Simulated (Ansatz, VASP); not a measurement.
## Sr in VASP and in Ansatz

Contents of run.py:

```python
from ase.calculators.vasp import Vasp
from ase.dft.bandgap import bandgap
from ase.io import read

atoms = read('POSCAR')
calc = Vasp(
    directory='calc',
    xc='rpbe',
    pp='PBE',
    setups='minimal',
    prec='Accurate',
    encut=500,
    ediff=1e-07,
    ismear=0,
    sigma=0.05,
    lreal=False,
    lasph=True,
    nelm=80,
    algo='Fast',
    isif=2,
    lwave=False,
    lcharg=False,
    kpts=[7, 7, 4],
    gamma=True,
)
atoms.calc = calc

print('energy (eV):', atoms.get_potential_energy())
print('free energy (eV):', atoms.get_potential_energy(force_consistent=True))
print('forces (eV/A):')
print(atoms.get_forces())
print('stress (eV/A^3, Voigt):', atoms.get_stress())
print('Fermi level (eV):', calc.get_fermi_level())
gap, top, bottom = bandgap(calc)
print('band gap (eV):', gap, 'from (spin, k, band)', top, 'to', bottom)
```

The input POSCAR:

```
Sr
1.0
    4.3100000000      0.0000000000      0.0000000000
   -2.1550000000      3.7325694903      0.0000000000
    0.0000000000      0.0000000000      7.0500000000
Sr
2
Direct
    0.6666666667      0.3333333333      0.7500000000
    0.3333333333      0.6666666667      0.2500000000
```

Contents of input.yaml:

```yaml
crystal:
  lattice:
    - [4.31, 0.0, 0.0]
    - [-2.155, 3.7325694903, 0.0]
    - [0.0, 0.0, 7.05]
  atoms:
    - { symbol: Sr, position: [0.6666666667, 0.3333333333, 0.75] }
    - { symbol: Sr, position: [0.3333333333, 0.6666666667, 0.25] }
hamiltonian:
  xc: rpbe
  pseudopotentials: { kind: paw }
kpoints:
  mp_grid: { grid: [7, 7, 4] }
scf:
  occupations: { method: gaussian, width: 0.05 }
output:
  forces: true
  stress: true
  eigenvalues: true
```

This isn't the form of Sr at room conditions, which is fcc.

Alike in both runs: task single point; functional RPBE; k mesh 7 × 7 × 4; occupations gaussian, width 0.05 eV; no spin polarisation.

|  | VASP | Ansatz |
| --- | --- | --- |
| version | VASP 6.6.1 | Ansatz 0.2.0 |
| potentials or method | VASP PAW PBE potentials, release 64 (Sr_sv) | Ansatz PAW |
| plane-wave cutoff (eV) | 500 | 420 |
| valence electrons in the cell | 20 | 20 |

|  | VASP | Ansatz | Ansatz less VASP |
| --- | --- | --- | --- |
| gap on the k mesh at the Fermi level (eV) | none | none | - |
| pressure (GPa) | 0.5 | 0.5 | 0.00 |
| largest component of the traceless stress (GPa) | 0.56 | 0.56 | -0.001 |

A gap of «none» marks a metal or a gap that the smearing closes.

Caveats: the PAW data sets were made with another functional, which shifts forces and pressure a little (VASP); the PAW data sets come from PBE, with cores solved anew for the run's functional, which leaves a small shift of forces and pressure (Ansatz).
